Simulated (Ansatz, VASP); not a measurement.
# Two plane-wave programs on InP

```
In P
1.0
     0.00000    2.95379    2.95379
     2.95379    0.00000    2.95379
     2.95379    2.95379    0.00000
In P
1 1
Cartesian
  0.0000 0.0000 0.0000
  1.4769 1.4769 1.4769
```

The cell was built by a generator and needn't be a form met in nature.

Alike in both runs: task single point; functional PBEsol; k mesh 6 × 6 × 6; no spin polarisation.

|  | VASP | Ansatz |
| --- | --- | --- |
| version | VASP 6.6.1 | Ansatz 0.2.0 |
| potentials or method | VASP PAW PBE potentials, release 64 (In_d, P) | plane waves, PAW |
| plane-wave cutoff (eV) | 520 | 420 |
| occupations | gaussian, width 0.01 eV | fixed |
| valence electrons in the cell | 18 | 18 |

```csv
,VASP,Ansatz,Ansatz less VASP
gap on the k mesh at the Fermi level (eV),0.48,0.49,+0.002
pressure (GPa),-1.0,-1.0,+0.01
```

Caveats: the PAW data sets were made with another functional, which shifts forces and pressure a little (VASP); spin-orbit coupling is left out, which moves the levels of the heavy elements.
